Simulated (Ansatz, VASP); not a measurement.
**One calculation of HfB4, two programs**

```
CELL_PARAMETERS angstrom
1.89811 1.09588 4.63632
-1.89811 1.09588 4.63632
0.00000 -2.19175 4.63632
ATOMIC_POSITIONS crystal
Hf 0.50000 0.50000 0.50000
B 0.68283 0.68283 0.68283
B 0.31717 0.31717 0.31717
B 0.79907 0.79907 0.79907
B 0.20093 0.20093 0.20093
```

Alike in both runs: functional PBE; k mesh 6 × 6 × 6; occupations gaussian, width 0.1 eV; no spin polarisation.

Ansatz relaxed the structure, and its values are those at the end. VASP's run is a single point on that final structure, the one shown.

|  | VASP | Ansatz |
| --- | --- | --- |
| version | VASP 6.6.1 | Ansatz 0.2.0 |
| potentials or method | VASP PAW PBE potentials, release 64 (Hf_pv, B) | scalar-relativistic, plane waves, PAW |
| plane-wave cutoff (eV) | 520 | 420 |
| valence electrons in the cell | 22 | 38 |

```tsv
	VASP	Ansatz	Ansatz less VASP
gap on the k mesh at the Fermi level (eV)	none	none	-
pressure (GPa)	0.1	0.0	-0.06
rms of the force components (eV/Å)	0.005	0.001	-0.0036
```

A gap of «none» marks a metal or a gap that the smearing closes. With one functional, cell and mesh, what is left measures potentials, basis and numerics. The two sets of potentials don't hold the same shells in valence.

Spin-orbit coupling is left out, which matters for the levels of Hf.
